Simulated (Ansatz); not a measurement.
# CrCuO2: the cost of one run

Method: DFT r²SCAN, scalar-relativistic, plane waves, PAW, in Ansatz 0.2.0.

### 1 The structure to begin with

It takes space group R-3m (No. 166, trigonal). Conventional cell: a = 2.982 Å, b = 2.982 Å, c = 17.012 Å, α = 90.00°, β = 90.00°, γ = 120.00°. Around Cr (site symmetry -3m) lie 6 O at 1.99 Å. Cu (site symmetry -3m) is surrounded by 2 O at 1.84 Å. Around O (site symmetry 3m) lie 1 Cu at 1.84 Å and 3 Cr at 1.99 Å.

Coordinates:

```
CELL_PARAMETERS angstrom
1.49083 0.86073 5.67075
-1.49083 0.86073 5.67075
0.00000 -1.72146 5.67075
ATOMIC_POSITIONS crystal
Cr 0.50000 0.50000 0.50000
Cu 0.00000 0.00000 0.00000
O 0.10796 0.10796 0.10796
O 0.89204 0.89204 0.89204
```

An earlier run at r²SCAN left this cell at 10.915 Å³/atom and -0.05 GPa (10×10×10 mesh).

### 2 Ferrimagnetic, in the cell as typed

input.yaml reads:

```yaml
crystal:
  lattice:
    - [1.490825166, 0.8607283109, 5.670746606]
    - [-1.490825166, 0.8607283109, 5.670746606]
    - [0.0, -1.7214566218, 5.670746606]
  atoms:
    - { symbol: Cr, position: [0.5, 0.5, 0.5], spin: 4.0 }
    - { symbol: Cu, position: [0.0, 0.0, 0.0], spin: -1.0 }
    - { symbol: O, position: [0.1079630435, 0.1079630435, 0.1079630435] }
    - { symbol: O, position: [0.8920369565, 0.8920369565, 0.8920369565] }
basis:
  ecutwfc: 500
  ecutrho_ratio: 4
kpoints:
  mp_grid: { grid: [10, 10, 10] }
hamiltonian:
  xc: r2scan
scf:
  occupations: { method: gaussian, width: 0.05 }
  lower_state_search: "off"
output:
  forces: true
  stress: true
  eigenvalues: true
  populations: true
magnetization:
  spin_polarized: true
```

Started as:

```console
ansatz run input.yaml --threads 4 --pin off --max-ram 10240MiB --backend cpu --events-out ev --progress --plain --runs-dir out
```

Q: Estimate wall time and peak memory on 4 threads of Arm Neoverse V2, shared host.

About 19 s, with a peak of 0.68 GiB.
